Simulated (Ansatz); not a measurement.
# KF: start and end of a relaxation

The guess for KF is a distorted database cell: KF type (Fm-3m) distorted into a subgroup (C2/c, No. 15) (largest shift (Å) 0.25).

start.cif

```cif
data_structure
_symmetry_space_group_name_H-M 'P 1'
_symmetry_Int_Tables_number 1
_cell_length_a 3.7028
_cell_length_b 3.7028
_cell_length_c 6.6895
_cell_angle_alpha 106.117
_cell_angle_beta 106.117
_cell_angle_gamma 59.317
_cell_volume 74.74
loop_
_atom_site_label
_atom_site_type_symbol
_atom_site_fract_x
_atom_site_fract_y
_atom_site_fract_z
_atom_site_occupancy
K1 K 0.50000 0.00000 0.00000 1
K2 K 0.00000 0.50000 0.50000 1
F1 F 0.81660 0.18340 0.75000 1
F2 F 0.18340 0.81660 0.25000 1
```

Method: Ansatz 0.2.0, DFT PBE, scalar-relativistic, plane waves, PAW. Cutoff 420 eV, Gaussian smearing, Γ-centred meshes. Cell and atoms relax first on a coarse mesh and then on a converged one. In between, the cell is made exact in the group found at 0.06 Å. The steps can't lower the symmetry of their start. No spin polarisation.

end.cif

```cif
data_structure
_symmetry_space_group_name_H-M 'P 1'
_symmetry_Int_Tables_number 1
_cell_length_a 3.8330
_cell_length_b 3.8330
_cell_length_c 3.8330
_cell_angle_alpha 60.000
_cell_angle_beta 60.000
_cell_angle_gamma 60.000
_cell_volume 39.82
loop_
_atom_site_label
_atom_site_type_symbol
_atom_site_fract_x
_atom_site_fract_y
_atom_site_fract_z
_atom_site_occupancy
K1 K 0.50000 0.50000 0.50000 1
F1 F 0.00000 0.00000 0.00000 1
```

The symmetry goes from C2/c (No. 15) to Fm-3m (No. 225), and the primitive cell from 4 to 2 atoms. The end has the rock salt type. The volume per atom grows by 6.6 %, from 18.7 to 19.9 Å³. The shortest distance goes from 2.49 Å (K–F) to 2.71 Å (K–F). The energy falls by about 0.04 eV/atom (the start's value is from the coarse mesh). The end is written in a standard setting, so origin, axes and order of atoms can differ from the start's.

| Item | Value |
| --- | --- |
| Volume per atom | 19.91 Å³ |
| Density | 2.42 g/cm³ |
| Formation energy | −2.713 eV/atom |
| Gap on the 8×8×8 mesh of the 2-atom cell | 5.96 eV |

Formation energies are uncorrected and refer to the elements' standard structures at the same level (F₂ as a molecule). A negative formation energy is needed for stability but isn't enough: competing phases decide.

The last run used Gaussian smearing of 0.02 eV. Kohn–Sham gaps at this level usually fall short of measured ones. Symmetry constrained the relaxation, so the result can be a saddle point. In all, the 3 runs took 27 s on 1 thread of Intel(R) Xeon(R) Platinum 8375C CPU @ 2.90GHz (Ice Lake), with other jobs on the host.
